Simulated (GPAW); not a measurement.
# BAs (F-43m) in GPAW: a series of runs, part 2 of 2

GPAW 26.7.0. The steps go on from the part before.

## (6) Phonons, vdW-DF2

The input, run.py:

```python
import json
import numpy as np
from ase import Atoms
from ase.constraints import FixSymmetry
from ase.io import write
from ase.optimize import BFGS
from phonopy import Phonopy
from phonopy.structure.atoms import PhonopyAtoms
from gpaw import GPAW, PW

atoms = Atoms(['As', 'B'],
              cell=[[0.0, 2.3885, 2.3885],
                    [2.3885, 0.0, 2.3885],
                    [2.3885, 2.3885, 0.0]],
              scaled_positions=[[0.75, 0.75, 0.75],
                                [0.0, 0.0, 0.0]],
              pbc=True)

calc = GPAW(mode=PW(680),
            xc={'name': 'vdW-DF2', 'backend': 'libvdwxc'},
            kpts={'size': (10, 10, 10), 'gamma': True},
            occupations={'name': 'fermi-dirac', 'width': 0.05},
            nbands=11,
            convergence={'density': 1e-06, 'eigenstates': 1e-09},
            maxiter=150,
            txt='gpaw.txt')
atoms.calc = calc
atoms.set_constraint(FixSymmetry(atoms))
BFGS(atoms, trajectory='relax.traj', logfile='-').run(fmax=0.005, steps=40)
atoms.set_constraint()
energy = atoms.get_potential_energy()
forces = atoms.get_forces()
calc.write('gs.gpw')
write('result.traj', atoms)
print('Cell:', atoms.cell.cellpar().round(4))
print(atoms.get_scaled_positions().round(5))

def force_constants(scale):
    unit = PhonopyAtoms(symbols=atoms.get_chemical_symbols(), cell=atoms.cell[:] * scale**(1 / 3),
                        scaled_positions=atoms.get_scaled_positions())
    ph = Phonopy(unit, supercell_matrix=np.diag([1, 1, 1]), primitive_matrix=np.eye(3), symprec=1e-4)
    ph.generate_displacements(distance=0.03)
    forces = []
    for i, sc in enumerate(ph.supercells_with_displacements):
        a = Atoms(sc.symbols, cell=sc.cell, scaled_positions=sc.scaled_positions, pbc=True)
        c = GPAW(mode=PW(680),
                 xc={'name': 'vdW-DF2', 'backend': 'libvdwxc'},
                 kpts={'size': (10, 10, 10), 'gamma': True},
                 occupations={'name': 'fermi-dirac', 'width': 0.05},
                 nbands=11,
                 convergence={'density': 1e-06, 'eigenstates': 1e-09},
                 maxiter=150,
                 txt=f'disp-{scale:.3f}-{i:02d}.txt')
        a.calc = c
        f = a.get_forces()
        forces.append(f - f.mean(axis=0))
        print(f'displacement {i}: drift', f.mean(axis=0).round(5), flush=True)
    ph.forces = forces
    ph.produce_force_constants()
    ph.symmetrize_force_constants()
    return ph

qpoints = [[0.0, 0.0, 0.0]]
results = {}
for scale in [1.0]:
    ph = force_constants(scale)
    ph.run_qpoints(qpoints)
    nu = ph.qpoints.frequencies * 33.35641  # THz to cm^-1
    results[f'{scale:.3f}'] = nu.tolist()
    for qp, f in zip(qpoints, nu):
        print(scale, np.round(qp, 4), f.round(2))
json.dump(results, open('phonons.json', 'w'))
```

Potentials or basis: GPAW PAW data sets (gpaw-data 1.2.1), pw.

Command:

```bash
OMP_NUM_THREADS=1 python run.py
```

gpaw.txt:

```text
__  _  _
 | _ |_)|_||  |
 |__||  | ||/\| - 26.7.0

Input parameters:
  mode=PW(ecut=680.0),
  convergence={'density': 1e-06, 'eigenstates': 1e-09},
  kpts=MonkhorstPack(size=(10, 10, 10), gamma=True),
  maxiter=150,
  nbands=11,
  occupations=Occupations(name='fermi-dirac', width=0.05),
  xc=XC(name='vdW-DF2', backend='libvdwxc')

Diagonalizing LCAO Hamiltonian
Converting LCAO to pw mode

                   As

       B

Atoms  # Å, Bohr magnetons
|   | symbol |         x |         y |        z |    initial magnetic moments |
|---|--------|-----------|-----------|----------|-----------------------------|
| 0 |     As |  3.582750 |  3.582750 | 3.582750 | ( 0.0000,  0.0000,  0.0000) |
| 1 |      B | -0.000000 | -0.000000 | 0.000000 | ( 0.0000,  0.0000,  0.0000) |

Unit cell  # Å
| periodic |        x |        y |        z |  lengths |    angles |
|----------|----------|----------|----------|----------|-----------|
|      yes | 0.000000 | 2.388500 | 2.388500 | 3.377849 | 60.000000 |
|      yes | 2.388500 | 0.000000 | 2.388500 | 3.377849 | 60.000000 |
|      yes | 2.388500 | 2.388500 | 0.000000 | 3.377849 | 60.000000 |

Number of symmetries: 24
Symmetry operations  # r_c * U_cc + t_c -> r_c
|    | kind |            matrix            |
|----|------|------------------------------|
|  0 |  E   |  1, 0, 0,  0, 1, 0,  0, 0, 1 |
|  1 |  σ   |  1, 0, 0,  0, 0, 1,  0, 1, 0 |
|  2 |  σ   |  1, 0,-1,  0, 1,-1,  0, 0,-1 |
|  3 |  C3  |  1, 0,-1,  0, 0,-1,  0, 1,-1 |
|  4 |  C3  |  1,-1, 0,  0,-1, 1,  0,-1, 0 |
[... 150 lines left out ...]
- Maximum integral of absolute [eigenst]ate change: 1e-09 eV^2 / valence electron
- Maximum [total energy] change in last 3 cyles: 0.0005 eV / valence electron
maximum number of iterations: 150

SCF iterations
|iter     | |      energy | eigst |  dens |
|---------|-|-------------|-------|-------|
|iter:   1| |  -87.005791 | -0.06 |       |
|iter:   2| |  -86.849208 | -2.36 | -0.67 |
|iter:   3| |  -86.213469 | -1.50 | -0.71 |
|iter:   4| |  -86.205500 | -2.92 | -1.39 |
|iter:   5| |  -86.206566 | -3.69 | -1.83 |
|iter:   6| |  -86.206768c| -4.70 | -2.41 |
|iter:   7| |  -86.206773c| -6.92 | -3.45 |
|iter:   8| |  -86.206773c| -7.52 | -3.92 |
|iter:   9| |  -86.206773c| -9.36c| -5.02 |
|iter:  10| |  -86.206773c|-10.44c| -5.44 |
|iter:  11| |  -86.206773c|-11.38c| -6.60c|

Converged in 11 steps
Energy contributions relative to reference atoms: (reference = -62172.463167)

Energy contributions:
  Kinetic:          30.250381
  Coulomb:         -26.933681
  Zero:              0.019231
  External:          0.000000
  Xc:              -89.542704
  Entropy:          -0.000000
  Spinorbit:         0.000000
  ----------------------------
  Free energy:     -86.206773
  Extrapolated:    -86.206773

dipole moment: (4.055204, 4.055204, -3.288762)  # |e|*Ang

Fermi level: 8.708
Eigenvalues  # (at kpt = [0.000, 0.000, 0.000])
| band index |      eig [eV] | occ [0-2] |
|------------|---------------|-----------|
|          0 |        -7.269 |     2.000 |
|          1 |         7.984 |     2.000 |
|          2 |         7.984 |     2.000 |
|          3 |         7.984 |     2.000 |
|          4 |        11.425 |     0.000 |
|          5 |        11.425 |     0.000 |
|          6 |        11.425 |     0.000 |
|          7 |        12.670 |     0.000 |
|          8 |        18.073 |     0.000 |
|          9 |        21.431 |     0.000 |
|         10 |        21.431 |     0.000 |

Gap: 1.485 eV
Transition (v -> c):
  (s=0, k=0, n=3, [0.00, 0.00, 0.00]) -> (s=0, k=24, n=4, [0.40, 0.40, 0.00])
Direct/indirect transitions are different
Direct gap: 3.442 eV
Transition at: (s=0, k=0, n=3, [0.00, 0.00, 0.00])

Forces  # eV/Ang
|       x |        y |        z |
|---------|----------|----------|
| 0.00000 | -0.00000 |  0.00000 |  # As   0
| 0.00000 | -0.00000 | -0.00000 |  # B    1

# Writing to gs.gpw (mode='')
```

Run time: 2.5 min. Hardware: 1 thread of Arm Neoverse V2, shared host; peak memory 0.34 GiB.

Results:

- Free energy: -86.2068 eV
- Band gap on the k mesh: 1.49 eV, indirect (least direct gap 3.44 eV)
- Highest phonon frequency at Γ, LO-TO splitting left out: 703 cm⁻¹

Final structure:
```yaml
crystal:
  lattice:
    - [0.00000, 2.38850, 2.38850]
    - [2.38850, 0.00000, 2.38850]
    - [2.38850, 2.38850, 0.00000]
  atoms:
    - { symbol: As, position: [0.75000, 0.75000, 0.75000] }
    - { symbol: B, position: [0.00000, 0.00000, 0.00000] }
```

Levels at points of the mesh, in eV from the valence-band top:
```csv
k point,band 1,band 2,band 3,band 4,band 5,band 6,band 7
"(0.00, 0.00, 0.00)",-15.25,0.00,0.00,0.00,3.44,3.44,3.44
"(0.50, 0.50, 0.00)",-11.18,-8.37,-3.95,-3.95,1.76,1.78,11.32
"(0.50, 0.50, 0.50)",-12.46,-8.57,-1.77,-1.77,2.82,5.01,5.01
```

Phonon frequencies in cm⁻¹ (negative: imaginary):
```csv
q point,frequencies
"(0.000, 0.000, 0.000)",0 0 0 703 703 703
```

Caveat: the cutoff is short for stress and forces, so pressures can be off by a GPa or more; the LO-TO splitting is left out; the PAW data sets were made with another functional, which shifts forces and pressure a little.

## (7) Elastic constants, PBEint, 13.63 Å³/atom

The input, run.py:

```python
import json
import numpy as np
import spglib
from ase import Atoms
from ase.constraints import FixSymmetry
from ase.filters import FrechetCellFilter
from ase.io import write
from ase.optimize import BFGS
from ase.stress import full_3x3_to_voigt_6_stress, voigt_6_to_full_3x3_strain, voigt_6_to_full_3x3_stress
from ase.units import GPa
from gpaw import GPAW, PW, setup_paths

setup_paths.insert(0, '.')

atoms = Atoms(['As', 'B'],
              cell=[[0.0, 2.3885, 2.3885],
                    [2.3885, 0.0, 2.3885],
                    [2.3885, 2.3885, 0.0]],
              scaled_positions=[[0.75, 0.75, 0.75],
                                [0.0, 0.0, 0.0]],
              pbc=True)

calc = GPAW(mode=PW(800),
            xc='GGA_X_PBEINT+GGA_C_PBEINT',
            kpts={'size': (10, 10, 10), 'gamma': True},
            occupations={'name': 'fermi-dirac', 'width': 0.05},
            nbands=11,
            convergence={'density': 1e-06, 'eigenstates': 1e-09},
            maxiter=150,
            txt='gpaw.txt')
atoms.calc = calc
atoms.set_constraint(FixSymmetry(atoms))
BFGS(FrechetCellFilter(atoms), trajectory='relax.traj', logfile='-').run(fmax=0.005, steps=40)
atoms.set_constraint()
energy = atoms.get_potential_energy()
forces = atoms.get_forces()
stress = atoms.get_stress()
calc.write('gs.gpw')
write('result.traj', atoms)
print('Cell:', atoms.cell.cellpar().round(4))
print(atoms.get_scaled_positions().round(5))

gpts = tuple(int(n) for n in calc.get_number_of_grid_points())
cell = atoms.cell[:].T
dataset = spglib.get_symmetry((atoms.cell[:], atoms.get_scaled_positions(), atoms.numbers), symprec=1e-4)
rotations = [cell @ w @ np.linalg.inv(cell) for w in dataset['rotations']]
strains, clamped, relaxed = [], [], []
for v in [0, 3]:
    for e in (-0.005, 0.005):
        voigt = np.zeros(6)
        voigt[v] = e
        F = voigt_6_to_full_3x3_strain(voigt)
        a = atoms.copy()
        a.set_cell(atoms.cell[:] @ F, scale_atoms=True)
        c = GPAW(mode=PW(800),
                 xc='GGA_X_PBEINT+GGA_C_PBEINT',
                 kpts={'size': (10, 10, 10), 'gamma': True},
                 occupations={'name': 'fermi-dirac', 'width': 0.05},
                 nbands=11,
                 convergence={'density': 1e-06, 'eigenstates': 1e-09},
                 maxiter=150,
                 gpts=gpts,
                 txt=f'strain-{v}{e:+.3f}.txt')
        a.calc = c
        s0 = s1 = a.get_stress() - stress
        BFGS(a, logfile=None).run(fmax=0.003, steps=25)
        s1 = a.get_stress() - stress
        print(v, e, 'clamped', (s0 / GPa).round(3), 'relaxed', (s1 / GPa).round(3), flush=True)
        for R in rotations:  # images under the point group
            eps = R @ (F - np.eye(3)) @ R.T
            strains.append(full_3x3_to_voigt_6_stress(eps) * [1, 1, 1, 2, 2, 2])
            for s, rows in ((s0, clamped), (s1, relaxed)):
                rows.append(full_3x3_to_voigt_6_stress(R @ voigt_6_to_full_3x3_stress(s) @ R.T))

C0, C = (np.linalg.lstsq(np.array(strains), np.array(s), rcond=None)[0].T / GPa for s in (clamped, relaxed))
print('Clamped-ion Cij (GPa):')
print(C0.round(1))
print('Relaxed-ion Cij (GPa):')
print(C.round(1))
json.dump({'clamped': C0.tolist(), 'relaxed': C.tolist()}, open('elastic.json', 'w'))
```

Potentials or basis: PAW data sets generated in the run's folder for this functional, pw.

Command:

```bash
gpaw-setup -f GGA_X_PBEINT+GGA_C_PBEINT As B
OMP_NUM_THREADS=1 python run.py
```

Wall time 5 min (1 thread of Arm Neoverse V2, shared host); peak memory 0.41 GiB.

Results (log left out):

* Free energy: -11.9139 eV
* Relaxed volume: 13.71 Å³/atom
* Relaxed cell: a = 3.385 Å, b = 3.385 Å, c = 3.385 Å, α = 60.00°, β = 60.00°, γ = 60.00°
* Space group after relaxing (to 0.05 Å): F-43m (No. 216)
* Pressure after relaxing: 0.0 GPa
* Band gap on the k mesh: 1.09 eV, indirect (least direct gap 3.24 eV)
* Elastic constants C11, C12, C44: 274, 71, 148 GPa
* Voigt bulk modulus: 139 GPa
* Bulk modulus (Hill): 139 GPa
* Shear modulus (Hill): 127 GPa
* Young's modulus: 292 GPa
* Poisson's ratio (from the elastic constants): 0.15

Caveat: the density grid can change from cell to cell, which puts small steps into energies and stress.

## (8) Overview

| task | level | potentials or basis | spin | cell | k mesh | cutoff (eV) | band path | band points | eigensolver | spin axis theta (degrees) | spin axis phi (degrees) | grid spacing | gap on the mesh (eV) |
| --- | --- | --- | --- | --- | --- | --- | --- | --- | --- | --- | --- | --- | --- |
| equation of state | AM05+D4 | PAW data sets generated in the run's folder for this functional, pw | off | as given | 8 × 8 × 8 | 800 | - | - | - | - | - | - | - |
| band structure | PBE | GPAW PAW data sets (gpaw-data 1.2.1), fd | off | as given | 8 × 8 × 8 | - | GXWKGLUWLK,UX | 60 | - | - | - | 0.16 Å | 1.20 |
| equation of state | revTPSS+D4 | GPAW PAW data sets (gpaw-data 1.2.1), pw | off | as given | 8 × 8 × 8 | 800 | - | - | davidson | - | - | - | - |
| band structure | PW91 | PAW data sets generated in the run's folder for this functional, pw | SOC, no magnetisation | as given | 8 × 8 × 8 | 800 | GXWKGLUWLK,UX | 100 | - | 0 | 0 | - | 1.15 |
| phonons | vdW-DF2 | GPAW PAW data sets (gpaw-data 1.2.1), pw | off | atoms relaxed | 10 × 10 × 10 | 680 | - | - | - | - | - | - | 1.49 |

Alike in all rows: smearing fermi-dirac 0.05 eV.

Caveats: the PAW data sets were made with another functional, which shifts forces and pressure a little (some runs); spin-orbit coupling was added after a scalar SCF, so levels and gaps hold it while energy, forces, pressure and moments don't (some runs); this program's spin-orbit splittings come out too wide for heavy elements (some runs); the cutoff is short for stress and forces, so pressures can be off by a GPa or more (some runs); the LO-TO splitting is left out (some runs).

Total energies depend on the potentials used, so only differences within one code and one set of settings carry meaning.

## (9) How close it comes

Step 2. Measured bulk modulus of BAs: 148 GPa (quoted in “Basic Physical Properties of Cubic Boron Arsenide”, 2019, arxiv:1911.11281). This calculation gives 145 GPa (-1.8 %). The fit is for a static lattice scaled at fixed shape and fixed fractional positions.
